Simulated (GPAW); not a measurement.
Crystal: ZnS (Wurtzite-2H).

```
Zn S
1.0
     3.81100    0.00000    0.00000
    -1.90550    3.30042    0.00000
     0.00000    0.00000    6.23400
Zn S
2 2
Direct
  0.66667 0.33333 0.50000
  0.33333 0.66667 0.00000
  0.66667 0.33333 0.88500
  0.33333 0.66667 0.38500
```

Base run:

| Item | Value |
| --- | --- |
| Program | GPAW 26.7.0 |
| Functional | PBE |
| Potentials or basis | PAW data sets generated in the run's folder for this functional |
| Cutoff | 600 eV |
| Basis | pw |
| k mesh | 6 × 6 × 3 |
| Occupations | fermi-dirac, width 0.05 eV |
| Spin | no spin polarisation |

Its results: band gap on the k mesh 2.24 eV, direct; pressure 2.4 GPa; largest force 0.330 eV/Å.

Problem. The run is repeated on the same cell with these changes: functional from PBE to MS2; potentials or basis from PAW data sets generated in the run's folder for this functional to GPAW PAW data sets (gpaw-data 1.2.1). What comes out?

Solution. Band gap on the k mesh 2.62 eV, direct; pressure 0.3 GPa; largest force 0.331 eV/Å.

Caveats: the PAW data sets were made with another functional, which shifts forces and pressure a little (some runs).
